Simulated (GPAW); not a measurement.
# N (P6_3/mmc) in GPAW: convergence with k mesh

Aim: find how far k mesh must go before the results for N settle, at PBE. This setting moves, with any that are tied to it; all else stays.

Everything below comes from runs of GPAW 26.7.0. Logs are shortened: lines on timing, memory, paths and dates and some standing lists are left out, and cuts for length are marked. The log counts tension as positive stress, the text compression.

## Step 1: The structure

Symmetry: P6_3/mmc, No. 194, hexagonal system. Conventional cell: a = 2.519 Å, b = 2.519 Å, c = 2.446 Å, α = 90.00°, β = 90.00°, γ = 120.00°. N (site symmetry -6m2) has 6 N at 1.90 Å as nearest neighbours.

The real solid is made of molecules; this cell is a model form.

## Step 2: With k mesh 3 × 3 × 3

File run.py:

```python
from ase import Atoms
from ase.dft.bandgap import bandgap
from ase.io import write
from ase.units import GPa
from gpaw import GPAW, PW

atoms = Atoms(['N', 'N'],
              cell=[[2.5194737886, 0.0, 0.0],
                    [-1.2597368943, 2.1819283051, 0.0],
                    [0.0, 0.0, 2.446002]],
              scaled_positions=[[0.3333333333, 0.6666666667, 0.75],
                                [0.6666666667, 0.3333333333, 0.25]],
              pbc=True)

calc = GPAW(mode=PW(800),
            xc='PBE',
            kpts={'size': (3, 3, 3), 'gamma': True},
            occupations={'name': 'fermi-dirac', 'width': 0.05},
            nbands=13,
            convergence={'density': 1e-05, 'energy': 1e-05},
            maxiter=100,
            txt='gpaw.txt')
atoms.calc = calc
energy = atoms.get_potential_energy()
forces = atoms.get_forces()
stress = atoms.get_stress()
calc.write('gs.gpw')
write('result.traj', atoms)
print(f'Energy: {energy:.6f} eV')
print('Forces (eV/A):')
print(forces.round(4))
print('Stress (GPa):', (stress / GPa).round(3))
print('Fermi level:', round(calc.get_fermi_level(), 4), 'eV')
print(f'Gap: {bandgap(calc)[0]:.4f} eV, direct: {bandgap(calc, direct=True)[0]:.4f} eV')
```

Potentials or basis: GPAW PAW data sets (gpaw-data 1.2.1), pw.

The run is started by

```sh
$ OMP_NUM_THREADS=1 python run.py
```

gpaw.txt:

```text
__  _  _
 | _ |_)|_||  |
 |__||  | ||/\| - 26.7.0

Input parameters:
  mode=PW(ecut=800.0),
  convergence={'density': 1e-05, 'energy': 1e-05},
  kpts=MonkhorstPack(size=(3, 3, 3), gamma=True),
  maxiter=100,
  nbands=13,
  occupations=Occupations(name='fermi-dirac', width=0.05),
  xc=XC(name='PBE')

Diagonalizing LCAO Hamiltonian
Converting LCAO to pw mode

        N
          N

Atoms  # Å, Bohr magnetons
|   | symbol |         x |        y |        z |    initial magnetic moments |
|---|--------|-----------|----------|----------|-----------------------------|
| 0 |      N | -0.000000 | 1.454619 | 1.834502 | ( 0.0000,  0.0000,  0.0000) |
| 1 |      N |  1.259737 | 0.727309 | 0.611501 | ( 0.0000,  0.0000,  0.0000) |

Unit cell  # Å
| periodic |         x |        y |        z |  lengths |     angles |
|----------|-----------|----------|----------|----------|------------|
|      yes |  2.519474 | 0.000000 | 0.000000 | 2.519474 |  90.000000 |
|      yes | -1.259737 | 2.181928 | 0.000000 | 2.519474 |  90.000000 |
|      yes |  0.000000 | 0.000000 | 2.446002 | 2.446002 | 120.000000 |

Number of symmetries: 12
Symmetry operations  # r_c * U_cc + t_c -> r_c
|    | kind |            matrix            |
|----|------|------------------------------|
|  0 |  σ   |  1, 1, 0,  0,-1, 0,  0, 0, 1 |
|  1 |  S6  |  1, 1, 0, -1, 0, 0,  0, 0,-1 |
|  2 |  E   |  1, 0, 0,  0, 1, 0,  0, 0, 1 |
|  3 |  C2  |  1, 0, 0, -1,-1, 0,  0, 0,-1 |
|  4 |  C2  |  0, 1, 0,  1, 0, 0,  0, 0,-1 |
|  5 |  C3  |  0, 1, 0, -1,-1, 0,  0, 0, 1 |
|  6 |  S6  |  0,-1, 0,  1, 1, 0,  0, 0,-1 |
|  7 |  σ   |  0,-1, 0, -1, 0, 0,  0, 0, 1 |
|  8 |  σ   | -1, 0, 0,  1, 1, 0,  0, 0, 1 |
|  9 |  i   | -1, 0, 0,  0,-1, 0,  0, 0,-1 |
| 10 |  C3  | -1,-1, 0,  1, 0, 0,  0, 0, 1 |
| 11 |  C2  | -1,-1, 0,  0, 1, 0,  0, 0,-1 |

BZ-sampling:
  Number of BZ points: 27
  Number of IBZ points: 7

  Monkhorst-Pack size: [3, 3, 3]
  Monkhorst-Pack shift: [0, 0, 0]

K-points  # in reciprocal-cell coordinates
|   |                                coordinates |     weight |
|---|--------------------------------------------|------------|
| 0 | (  0.00000000,   0.00000000,   0.00000000) | 0.03703704 |
| 1 | (  0.00000000,   0.00000000,   0.33333333) | 0.07407407 |
| 2 | (  0.33333333,   0.00000000,  -0.33333333) | 0.22222222 |
| 3 | (  0.33333333,   0.00000000,   0.00000000) | 0.22222222 |
| 4 | (  0.33333333,   0.00000000,   0.33333333) | 0.22222222 |
| 5 | (  0.33333333,   0.33333333,   0.00000000) | 0.07407407 |
| 6 | (  0.33333333,   0.33333333,   0.33333333) | 0.14814815 |

Plane wave coefficients: 702
Cutoff: 800.0 eV

Spin-components: 1 (collinear spins)
Bands:           13
Projectors:      10
Spin-degeneracy: 2
Datatype:        complex128

Parallelization:
  kpt:    1
  domain: 1
  band:   1

Density:
  Valence electrons: 10.0
  Components: 1
  Grid points: [18 18 16]
  Charge: 0.0  # |e|

Potential:
  Grid points: [18 18 16]

species:
  N:
    name:    Nitrogen
    Z:       7.0
    valence: 5
    core:    2
    charge:  0.0  # [|e|]
    compensation charges:
      type: gauss
      rc: 0.18  # [Å]
      lmax: 2
    cutoffs:
      filter: 1.11  # [Å]
      core: 0.96  # [Å]
    projectors
    | kind |    occ | energy [eV] | rcut [Å] |
    |------|--------|-------------|----------|
    |   2s |  2.000 |     -18.583 |    0.603 |
    |   2p |  3.000 |      -7.089 |    0.529 |
    |    s |        |       8.629 |    0.603 |
    |    p |        |      20.123 |    0.529 |
    |    d |        |       0.000 |    0.577 |

    Using partial waves for N as LCAO basis

Reference energy: -2963.443008  # eV

eigensolver:
  PPCG
  Converge bands: occupied
  niter=2

density mixing:
  MSR1-Mixer
  Pratt-step length: 0.05
  Maximum mixing coefficient: 0.75
  Old densities: 10
  SVD Regularization: 0.005
  Good broyden scale: 1.0
  Trust region scale: 1.0
  Backstep threshold: 4.0
  History deletion threshold: 6.0
  Fourier metric: weight=20.0, sigma=0.015

occupation numbers:
  Fermi-Dirac:
    width: 0.0500  # eV

poisson solver:
  ecut: 6400.0  # eV

xc functional:
  name: PBE with 2 nearest neighbor stencil

convergence criteria:
- Maximum integral of absolute [dens]ity change: 1e-05 electrons / valence electron
- Maximum [total energy] change in last 3 cyles: 1e-05 eV / valence electron
- Maximum integral of absolute [eigenst]ate change: 4e-08 eV^2 / valence electron
maximum number of iterations: 100

SCF iterations
|iter     | |      energy | eigst |  dens |
|---------|-|-------------|-------|-------|
|iter:   1| |   -9.519285 | -0.04 |       |
|iter:   2| |   -9.522443 | -2.60 | -1.40 |
|iter:   3| |   -9.532663 | -3.34 | -1.43 |
|iter:   4| |   -9.534852 | -4.22 | -1.94 |
|iter:   5| |   -9.534905 | -6.08 | -2.93 |
|iter:   6| |   -9.534909c| -7.12 | -3.52 |
|iter:   7| |   -9.534909c| -7.69c| -4.77 |
|iter:   8| |   -9.534909c| -8.79c| -5.40c|

Converged in 8 steps
Energy contributions relative to reference atoms: (reference = -2963.443008)

Energy contributions:
  Kinetic:          10.832664
  Coulomb:         -10.869124
  Zero:              0.158632
  External:          0.000000
  Xc:               -9.650032
  Entropy:          -0.014098
  Spinorbit:         0.000000
  ----------------------------
  Free energy:      -9.541958
  Extrapolated:     -9.534909

dipole moment: (0.000000, 0.000000, 0.000000)  # |e|*Ang

Fermi level: 9.207
Eigenvalues  # (at kpt = [0.000, 0.000, 0.000])
| band index |      eig [eV] | occ [0-2] |
|------------|---------------|-----------|
|          0 |       -12.901 |     2.000 |
|          1 |         3.425 |     2.000 |
|          2 |         4.343 |     2.000 |
|          3 |         6.796 |     2.000 |
|          4 |         6.796 |     2.000 |
|          5 |        11.986 |     0.000 |
|          6 |        11.986 |     0.000 |
|          7 |        15.280 |     0.000 |
|          8 |        23.753 |     0.000 |
|          9 |        27.299 |     0.000 |
|         10 |        34.550 |     0.000 |
|         11 |        34.550 |     0.000 |
|         12 |        44.660 |     0.000 |

No gap
No difference between direct/indirect transitions

Forces  # eV/Ang
|       x |       y |        z |
|---------|---------|----------|
| 0.00000 | 0.00000 | -0.00001 |  # N    0
| 0.00000 | 0.00000 |  0.00001 |  # N    1

Stress tensor  # eV/Ang^3
|         x |         y |         z |
|-----------|-----------|-----------|
| -0.055249 | -0.000000 |  0.000000 |
|  0.000000 | -0.055249 |  0.000000 |
|  0.000000 |  0.000000 | -0.004731 |

# Writing to gs.gpw (mode='')
```

stdout:

```text
Energy: -9.534909 eV
Forces (eV/A):
[[ 0.  0. -0.]
 [ 0.  0.  0.]]
Stress (GPa): [-8.852 -8.852 -0.758  0.     0.    -0.   ]
Fermi level: 9.2072 eV
Gap: 0.0000 eV, direct: 0.0000 eV
```

Wall time 2.5 s (1 thread of Arm Neoverse V1, shared host); peak memory 0.12 GiB.

What came out:

```yaml
Free_energy: -9.5420 eV
Pressure: 6.2 GPa
Band_gap_on_the_k_mesh: none (metal or under the smearing width)
```

## Step 3: With k mesh 4 × 4 × 4

run.py, as its differences from that of step 2:

```diff
@@ -16,3 +16,3 @@
             xc='PBE',
-            kpts={'size': (3, 3, 3), 'gamma': True},
+            kpts={'size': (4, 4, 4), 'gamma': True},
             occupations={'name': 'fermi-dirac', 'width': 0.05},
```

Potentials or basis: GPAW PAW data sets (gpaw-data 1.2.1), pw.

The run is started by

```sh
$ OMP_NUM_THREADS=1 python run.py
```

Wall time 3.5 s (1 thread of Arm Neoverse V1, shared host); peak memory 0.12 GiB.

What came out:

| Property | Result |
| --- | --- |
| Free energy | -9.5131 eV |
| Pressure | 7.6 GPa |
| Band gap on the k mesh | none (metal or under the smearing width) |

## Step 4: With k mesh 5 × 5 × 5

run.py, as its differences from that of step 3:

```diff
@@ -16,3 +16,3 @@
             xc='PBE',
-            kpts={'size': (4, 4, 4), 'gamma': True},
+            kpts={'size': (5, 5, 5), 'gamma': True},
             occupations={'name': 'fermi-dirac', 'width': 0.05},
```

The run is started by

```sh
$ OMP_NUM_THREADS=1 python run.py
```

Wall time 4.2 s (1 thread of Arm Neoverse V1, shared host); peak memory 0.12 GiB.

What came out:

| Quantity | Value |
| --- | --- |
| Free energy | -9.5223 eV |
| Pressure | 3.9 GPa |
| Band gap on the k mesh | none (metal or under the smearing width) |

## Step 5: With k mesh 6 × 6 × 6

run.py, as its differences from that of step 4:

```diff
@@ -16,3 +16,3 @@
             xc='PBE',
-            kpts={'size': (5, 5, 5), 'gamma': True},
+            kpts={'size': (6, 6, 6), 'gamma': True},
             occupations={'name': 'fermi-dirac', 'width': 0.05},
```

The run is started by

```sh
$ OMP_NUM_THREADS=1 python run.py
```

It took 6.2 s on 1 thread of Arm Neoverse V1, shared host; peak memory 0.13 GiB.

The run converged. Its results:

```yaml
Free_energy: -9.5041 eV
Pressure: 10.4 GPa
Band_gap_on_the_k_mesh: none (metal or under the smearing width)
```

## Step 6: With k mesh 8 × 8 × 7

run.py, as its differences from that of step 5:

```diff
@@ -16,3 +16,3 @@
             xc='PBE',
-            kpts={'size': (6, 6, 6), 'gamma': True},
+            kpts={'size': (8, 8, 7), 'gamma': True},
             occupations={'name': 'fermi-dirac', 'width': 0.05},
```

Potentials or basis: GPAW PAW data sets (gpaw-data 1.2.1), pw.

The run is started by

```sh
$ OMP_NUM_THREADS=1 python run.py
```

Run time: 9.5 s. Hardware: 1 thread of Arm Neoverse V1, shared host; peak memory 0.13 GiB.

It converged, with:

```yaml
Free_energy: -9.5040 eV
Pressure: 6.4 GPa
Band_gap_on_the_k_mesh: none (metal or under the smearing width)
```

## Step 7: With k mesh 9 × 9 × 8

run.py, as its differences from that of step 6:

```diff
@@ -16,3 +16,3 @@
             xc='PBE',
-            kpts={'size': (8, 8, 7), 'gamma': True},
+            kpts={'size': (9, 9, 8), 'gamma': True},
             occupations={'name': 'fermi-dirac', 'width': 0.05},
```

The run is started by

```sh
$ OMP_NUM_THREADS=1 python run.py
```

Run time: 13 s. Hardware: 1 thread of Arm Neoverse V1, shared host; peak memory 0.14 GiB.

The run converged. Its results:

```yaml
Free_energy: -9.4937 eV
Pressure: 6.9 GPa
Band_gap_on_the_k_mesh: none (metal or under the smearing width)
```

## Step 8: With k mesh 11 × 11 × 10

run.py, as its differences from that of step 7:

```diff
@@ -16,3 +16,3 @@
             xc='PBE',
-            kpts={'size': (9, 9, 8), 'gamma': True},
+            kpts={'size': (11, 11, 10), 'gamma': True},
             occupations={'name': 'fermi-dirac', 'width': 0.05},
```

The run is started by

```sh
$ OMP_NUM_THREADS=1 python run.py
```

Wall time 22 s (1 thread of Arm Neoverse V1, shared host); peak memory 0.15 GiB.

Results (log left out):

* Free energy: -9.4927 eV
* Pressure: 8.8 GPa
* Band gap on the k mesh: none (metal or under the smearing width)

## Step 9: With k mesh 13 × 13 × 12

run.py, as its differences from that of step 8:

```diff
@@ -16,3 +16,3 @@
             xc='PBE',
-            kpts={'size': (11, 11, 10), 'gamma': True},
+            kpts={'size': (13, 13, 12), 'gamma': True},
             occupations={'name': 'fermi-dirac', 'width': 0.05},
```

Potentials or basis: GPAW PAW data sets (gpaw-data 1.2.1), pw.

The run is started by

```sh
$ OMP_NUM_THREADS=1 python run.py
```

Run time: 33 s. Hardware: 1 thread of Arm Neoverse V1, shared host; peak memory 0.18 GiB.

It converged, with:

- Free energy: -9.4901 eV
- Pressure: 7.8 GPa
- Band gap on the k mesh: none (metal or under the smearing width)

## Step 10: With k mesh 16 × 16 × 14

run.py, as its differences from that of step 9:

```diff
@@ -16,3 +16,3 @@
             xc='PBE',
-            kpts={'size': (13, 13, 12), 'gamma': True},
+            kpts={'size': (16, 16, 14), 'gamma': True},
             occupations={'name': 'fermi-dirac', 'width': 0.05},
```

The run is started by

```sh
$ OMP_NUM_THREADS=1 python run.py
```

Wall time 54 s (1 thread of Arm Neoverse V1, shared host); peak memory 0.22 GiB.

The run converged. Its results:

| Item | Value |
| --- | --- |
| Free energy | -9.4923 eV |
| Pressure | 8.0 GPa |
| Band gap on the k mesh | none (metal or under the smearing width) |

## Step 11: Summary

| k mesh | energy less the tightest run, at zero smearing (meV/atom) | pressure (GPa) | SCF cycles | CPU time (s) | peak memory (GiB) |
| --- | --- | --- | --- | --- | --- |
| 3 × 3 × 3 | -22.62 | 6.15 | 8 | 2.5 | 0.12 |
| 4 × 4 × 4 | -8.35 | 7.56 | 8 | 3.5 | 0.12 |
| 5 × 5 × 5 | -14.68 | 3.90 | 8 | 4.2 | 0.12 |
| 6 × 6 × 6 | -5.61 | 10.43 | 8 | 6.2 | 0.13 |
| 8 × 8 × 7 | -5.95 | 6.36 | 8 | 9.4 | 0.13 |
| 9 × 9 × 8 | -0.46 | 6.94 | 8 | 13 | 0.14 |
| 11 × 11 × 10 | -0.56 | 8.78 | 8 | 22 | 0.15 |
| 13 × 13 × 12 | 1.23 | 7.84 | 8 | 33 | 0.18 |
| 16 × 16 × 14 | 0.00 | 7.98 | 8 | 54 | 0.22 |

Not settled before the last step: the energy (to 1 meV/atom), the pressure (to 0.1 GPa). Meshes of other sizes hit other points, so gaps and Fermi surfaces needn't settle smoothly. The tightest run that finished is the yardstick and may itself not be fully converged.
